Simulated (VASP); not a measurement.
# Rb (Fm-3m) in VASP: single point with PBEsol

Aim: the single point of Rb with PBEsol.

All numbers are computed with VASP 6.6.1; they aren't measurements. Logs are shortened: lines on timing, memory, paths and dates and some standing lists are left out, and cuts for length are marked.

**1. The crystal as given**

The structure is cubic, space group Fm-3m (No. 225). The conventional cell has a = 7.032 Å, b = 7.032 Å, c = 7.032 Å, α = 90.00°, β = 90.00°, γ = 90.00°.

This isn't the form of Rb at room conditions, which is bcc.

**2. Single point, PBEsol**

INCAR reads:

```
SYSTEM = Rb
PREC = Accurate
ENCUT = 520
EDIFF = 1E-7
ISMEAR = 0
SIGMA = 0.15
LREAL = .FALSE.
LASPH = .TRUE.
NELM = 100
ALGO = Fast
ISIF = 2
LWAVE = .FALSE.
LCHARG = .FALSE.
GGA = PS
NBANDS = 16
```

KPOINTS reads:

```
regular mesh
0
G
  10 10 6
  0 0 0
```

POSCAR reads:

```
Rb
1.0
    0.0000000000     -3.5159451254     -3.5159451254
    0.0000000000      3.5159451254     -3.5159451254
    7.0318902508      0.0000000000      0.0000000000
Rb
2
Direct
    0.5000000000      0.5000000000      0.5000000000
    0.0000000000      0.0000000000      0.0000000000
```

Potentials or basis: VASP PAW PBE potentials, release 64 (Rb_sv).

Run with:

```bash
$ cat potpaw_PBE.64/Rb_sv/POTCAR > POTCAR
$ mpirun -np 1 vasp_std > vasp.out
```

OUTCAR:

```text
SYSTEM = Rb
   PREC = Accurate
   ENCUT = 520
   EDIFF = 1E-7
   ISMEAR = 0
   LREAL = .FALSE.
   LASPH = .TRUE.
   NELM = 100
   ISIF = 2
   GGA = PS

 ion  position               nearest neighbor table
   1  0.500  0.500  0.500-   2 4.97   2 4.97   2 4.97   2 4.97   2 4.97   2 4.97   2 4.97   2 4.97

   2  0.000  0.000  0.000-   1 4.97   1 4.97   1 4.97   1 4.97   1 4.97   1 4.97   1 4.97   1 4.97

  LATTYP: Found a simple tetragonal cell.
 ALAT       =     4.9722972809
 C/A-ratio  =     1.4142135624

  Lattice vectors:

 A1 = (   0.0000000000,  -3.5159451254,  -3.5159451254)
 A2 = (   0.0000000000,   3.5159451254,  -3.5159451254)
 A3 = (   7.0318902508,   0.0000000000,   0.0000000000)

Analysis of symmetry for initial positions (statically):
=====================================================================
 Subroutine PRICEL returns following result:

  LATTYP: Found a face centered cubic cell.
 ALAT       =     7.0318902508

  Lattice vectors:

 A1 = (  -3.5159451254,   0.0000000000,   3.5159451254)
 A2 = (  -3.5159451254,  -3.5159451254,   0.0000000000)
 A3 = (  -0.0000000000,  -3.5159451254,   3.5159451254)

   2 primitive cells build up your supercell.

 Routine SETGRP: Setting up the symmetry group for a
 simple tetragonal supercell.

 Subroutine GETGRP returns: Found 16 space group operations
 (whereof 16 operations were pure point group operations)
 out of a pool of 16 trial point group operations.

The static configuration has the point symmetry D_4h.

Analysis of symmetry for dynamics (positions and initial velocities):
=====================================================================
 Subroutine PRICEL returns following result:

  LATTYP: Found a face centered cubic cell.
 ALAT       =     7.0318902508

  Lattice vectors:

 A1 = (  -3.5159451254,   0.0000000000,   3.5159451254)
 A2 = (  -3.5159451254,  -3.5159451254,   0.0000000000)
 A3 = (  -0.0000000000,  -3.5159451254,   3.5159451254)

   2 primitive cells build up your supercell.

 Routine SETGRP: Setting up the symmetry group for a
 simple tetragonal supercell.

 Subroutine GETGRP returns: Found 16 space group operations
 (whereof 16 operations were pure point group operations)
 out of a pool of 16 trial point group operations.

The dynamic configuration has the point symmetry D_4h.

[... 94 lines left out ...]
   ENCUT  =  520.0 eV  38.22 Ry    6.18 a.u.   9.25  9.25 13.07*2*pi/ulx,y,z
   NELM   =    100;   NELMIN=  2; NELMDL= -5     # of ELM steps
   EDIFF  = 0.1E-06   stopping-criterion for ELM
   LREAL  =      F    real-space projection
   EDIFFG = 0.1E-05   stopping-criterion for IOM
   NSW    =      0    number of steps for IOM
   IBRION =     -1    ionic relax: 0-MD 1-quasi-New 2-CG
   NFREE  =      0    steps in history (QN), initial steepest desc. (CG)
   ISIF   =      2    stress and relaxation
   ISYM   =      2    0-nonsym 1-usesym 2-fastsym
   POTIM  = 0.5000    time-step for ionic-motion
   TEBEG  =    0.0;   TEEND  =   0.0 temperature during run
   PSTRESS=    0.0 pullay stress
   NELECT =      18.0000    total number of electrons
   NUPDOWN=      -1.0000    fix difference up-down
   EMIN   =  10.00;   EMAX   =-10.00  energy-range for DOS
   EFERMI =   0.00;   METHOD = LEGACY
   ISMEAR =     0;   SIGMA  =   0.15  broadening in eV -4-tet -1-fermi 0-gaus
   EFERMI_NEDOS =   21; number of points for ismear=-14 and -15
   IALGO  =     68    algorithm
   IMIX   =      4    mixing-type and parameters
     AMIX     =   0.40;   BMIX     =  1.00
     AMIX_MAG =   1.60;   BMIX_MAG =  1.00
  volume/ion in A,a.u.               =      86.93       586.61
  Fermi-wavevector in a.u.,A,eV,Ry     =   0.768724  1.452677  8.040173  0.590936
  Thomas-Fermi vector in A             =   1.869558
   LORBIT       =      0    0 simple, 1 ext, 2 COOP (PROOUT), +10 PAW based schemes
   GGA     = PS    functional components
   LHFCALC =     F    Hartree Fock is set to
   AEXX    =    0.0000 exact exchange contribution
   IVDW    =     0    specifies the selected vdW correction
   LEPSILON=     F    determine dielectric tensor
   LRPA    =     F    only Hartree local field effects (RPA)
 non-spin polarized calculation
 RMM-DIIS sequential band-by-band and
 Gauss-broadening in eV      SIGMA  =   0.15
  energy-cutoff  :      520.00
  volume of cell :      173.85
 maximum number of plane-waves:      4724
 NGX is ok and might be reduce to    40
   NGX = 19   NGY = 19   NGZ = 27

 number of electron      18.0000000 magnetization

 Free energy of the ion-electron system (eV)
  ---------------------------------------------------
  ext. energy  EPLUGINS =         0.00000000
  ---------------------------------------------------
  free energy    TOTEN  =        -2.06106362 eV

  energy without entropy =       -2.04064889  energy(sigma->0) =       -2.05085626

 E-fermi :   0.0440     XC(G=0):  -5.6354

 val. band max:        0.0087975439   @ k =   0.5000   0.0000   0.3333
 cond. band min:       0.0608311068   @ k =   0.5000   0.2000   0.1667
 fundamental gap:      0.0520335630
 Fermi energy:         0.0440037305

 k-point     1 :       0.0000    0.0000    0.0000
  band No.  band energies     occupation
      1     -28.7788      2.00000
      2     -28.7725      2.00000
      3     -12.9273      2.00000
      4     -12.8628      2.00000
      5     -12.8628      2.00000
      6     -12.8222      2.00000
[... 433 lines left out ...]
      3     -12.9147      2.00000
      4     -12.8726      2.00000
      5     -12.8579      2.00000
      6     -12.8550      2.00000
[... 8 lines left out ...]
     15       3.8071      0.00000
     16       4.1407      0.00000

 [... further k-points ...]

------------------------ aborting loop because EDIFF is reached ----------------------------------------

  FORCE on cell =-STRESS in cart. coord.  units (eV):
  Direction    XX          YY          ZZ          XY          YZ          ZX
  --------------------------------------------------------------------------------------
  -------------------------------------------------------------------------------------
  Total       -0.0200965     -0.0057276     -0.0057276      0.0000000      0.0000000      0.0000000
  in kB       -0.1852017     -0.0527833     -0.0527833      0.0000000      0.0000000      0.0000000
  external PRESSURE =      -0.0969228 kB  Pullay stress =       0.0000000 kB

 VOLUME and BASIS-vectors are now :
 -----------------------------------------------------------------------------
  energy-cutoff  :      520.00
  volume of cell :      173.85
      direct lattice vectors                 reciprocal lattice vectors
     0.000000000 -3.515945125 -3.515945125     0.000000000 -0.142209273 -0.142209273
     0.000000000  3.515945125 -3.515945125     0.000000000  0.142209273 -0.142209273
     7.031890251  0.000000000  0.000000000     0.142209273  0.000000000  0.000000000

 POSITION                                       TOTAL-FORCE (eV/Angst)
 -----------------------------------------------------------------------------------
      3.51595      0.00000     -3.51595        -0.000000     -0.000000      0.000000
      0.00000      0.00000      0.00000         0.000000      0.000000     -0.000000
 -----------------------------------------------------------------------------------
    total drift:                               -0.000000      0.000000     -0.000000

  FREE ENERGIE OF THE ION-ELECTRON SYSTEM (eV)
  ---------------------------------------------------
  free  energy   TOTEN  =        -2.0610636197 eV

  energy  without entropy=       -2.0406488910  energy(sigma->0) =       -2.05085626
```

OSZICAR:

```text
N       E                     dE             d eps       ncg     rms          rms(c)
DAV:   1     0.110495137894E+03    0.11050E+03   -0.67162E+03  2688   0.873E+02
DAV:   2     0.924963430493E+01   -0.10125E+03   -0.98018E+02  3688   0.175E+02
DAV:   3    -0.117492320594E+01   -0.10425E+02   -0.10385E+02  3736   0.545E+01
DAV:   4    -0.205699476516E+01   -0.88207E+00   -0.88190E+00  4544   0.117E+01
DAV:   5    -0.206180218447E+01   -0.48074E-02   -0.48072E-02  3712   0.957E-01    0.166E+00
RMM:   6    -0.206057485102E+01    0.12273E-02   -0.38002E-03  2963   0.337E-01    0.102E+00
RMM:   7    -0.206091976031E+01   -0.34491E-03   -0.85432E-03  3148   0.474E-01    0.731E-02
RMM:   8    -0.206104932669E+01   -0.12957E-03   -0.51771E-04  3921   0.122E-01    0.115E-02
RMM:   9    -0.206105999053E+01   -0.10664E-04   -0.10267E-04  4404   0.440E-02    0.991E-03
RMM:  10    -0.206106247177E+01   -0.24812E-05   -0.19133E-05  4581   0.216E-02    0.529E-03
RMM:  11    -0.206106296566E+01   -0.49389E-06   -0.78707E-06  4764   0.107E-02    0.115E-03
RMM:  12    -0.206106335014E+01   -0.38448E-06   -0.25100E-06  4215   0.644E-03    0.614E-04
RMM:  13    -0.206106350169E+01   -0.15155E-06   -0.10897E-06  3916   0.394E-03    0.336E-04
RMM:  14    -0.206106360236E+01   -0.10067E-06   -0.43540E-07  3603   0.278E-03    0.174E-04
RMM:  15    -0.206106361974E+01   -0.17385E-07   -0.21844E-07  3048   0.189E-03
   1 F= -.20610636E+01 E0= -.20508563E+01  d E =-.204147E-01
```

stdout:

```text
POSCAR found type information on POSCAR Rb
 POSCAR found :  1 types and       2 ions
 scaLAPACK will be used
 -----------------------------------------------------------------------------
|                                                                             |
|                                                                             |
|     You enforced a specific xc type in the INCAR file but a different       |
|     I HOPE YOU KNOW WHAT YOU ARE DOING!                                     |
|                                                                             |
 -----------------------------------------------------------------------------

 LDA part: xc-table for (Slater+PW92), standard interpolation
 POSCAR, INCAR and KPOINTS ok, starting setup
 FFT: planning ... GRIDC
 FFT: planning ... GRID_SOFT
 FFT: planning ... GRID
 WAVECAR not read
 entering main loop
WARNING in EDDRMM: call to ZHEGV failed, returncode =   6  3     15
 num prob  num prob RMM:  13    -0.206106350169E+01   -0.15155E-06   -0.10897E-06  3916   0.394E-03    0.336E-04
 num prob  num prob WARNING in EDDRMM: call to ZHEGV failed, returncode =   8  4     15
 num prob  num prob  num prob  num prob  num prob RMM:  14    -0.206106360236E+01   -0.10067E-06   -0.43540E-07  3603   0.278E-03    0.174E-04
 num prob  num prob  num prob  num prob  num prob  num prob  num prob  num prob  num prob WARNING in EDDRMM: call to ZHEGV failed, returncode =   6  3     14
 num prob  num prob RMM:  15    -0.206106361974E+01   -0.17385E-07   -0.21844E-07  3048   0.189E-03
```

Run time: 2.4 min. Hardware: 1 thread of Intel Xeon Platinum 8559C (Emerald Rapids), shared host; peak memory 0.39 GiB.

Results:

```
Free energy            : -2.0611 eV
Pressure               : 0.0 GPa
Band gap on the k mesh : none (metal or under the smearing width)
```

Caveat: the PAW data sets were made with another functional, which shifts forces and pressure a little.
